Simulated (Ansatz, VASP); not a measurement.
Ba: VASP beside Ansatz

```
CELL_PARAMETERS angstrom
-2.37894 2.37894 2.37894
2.37894 -2.37894 2.37894
2.37894 2.37894 -2.37894
ATOMIC_POSITIONS crystal
Ba 0.00000 0.00000 0.00000
```

Alike in both runs: task single point; functional LDA; k mesh 9 × 9 × 9; no spin polarisation.

```csv
,VASP,Ansatz
version,VASP 6.6.1,Ansatz 0.2.0
potentials or method,"VASP PAW LDA potentials, release 64 (Ba_sv)","plane waves (420 eV) with PAW, scalar-relativistic"
plane-wave cutoff (eV),520,420
occupations,"methfessel-paxton of order 1, width 0.01 eV","cold, width 0.01 eV"
valence electrons in the cell,10,10
```

|  | VASP | Ansatz | Ansatz less VASP |
| --- | --- | --- | --- |
| pressure (GPa) | 0.1 | 0.0 | -0.09 |

Ansatz warned: «pseudo_functional_mismatch».

Spin-orbit coupling is left out, which matters for the levels of Ba.
